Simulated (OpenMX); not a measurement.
SnO2 (Cassiterite) under changes of volume

One of the cells (11.922 Å³/atom); the others are scaled copies at fixed shape and fractional positions:

```
Sn O
1.0
     4.73800    0.00000    0.00000
     0.00000    4.73800    0.00000
     0.00000    0.00000    3.18650
Sn O
2 4
Direct
  0.50000 0.50000 0.50000
  0.00000 0.00000 0.00000
  0.80710 0.19290 0.50000
  0.69290 0.69290 0.00000
  0.19290 0.80710 0.50000
  0.30710 0.30710 0.00000
```

| Quantity | Value |
| --- | --- |
| Program | OpenMX 3.8.5 |
| Functional | LDA |
| Potentials or basis | OpenMX 2013 LDA set, Sn7.0-s3p2d2, O6.0-s2p2d1, fixed grid of 64 × 64 × 42 points |
| k mesh | 7 × 7 × 9 |
| Occupations | fermi-dirac, width 0.05 eV |
| Spin | no spin polarisation |

```csv
volume (Å³/atom),energy over the lowest point (meV/atom),gap on the mesh (eV),largest force (eV/Å)
11.207,72.20,0.09,0.530
11.445,42.05,none,0.430
11.684,20.89,0.10,0.336
11.922,?,?,?
12.161,0.75,0.45,0.173
12.399,0.00,0.61,0.097
12.637,4.63,0.39,0.033
```

Q: What does the run at 11.922 Å³/atom give?

A: Energy over the lowest point 7.46 meV/atom; gap on the mesh 0.22 eV; largest force 0.254 eV/Å.

Worked out: A Birch-Murnaghan fit of order 3 (a polynomial in V^(-2/3)) to the other rows has its minimum at 12.31 Å³/atom with B0 = V·E''(V) = 191 GPa and B' = 5.8 at fixed shape and positions, which overstates the stiffness. It gives 7.39 meV/atom at 11.922 Å³/atom, against the run's 7.46.

Energies are extrapolated to zero smearing.

Caveats: the basis has few d functions beyond the semicore shells, which can make volumes several per cent too large; the basis of atomic orbitals isn't converged, which shifts pressures, moduli and gaps; spin-orbit coupling is left out, which moves the levels of the heavy elements (some runs); an odd mesh through Γ misses points on the zone boundary, where band edges often lie (some runs).

A gap of «none» marks a metal or a gap under the smearing width.
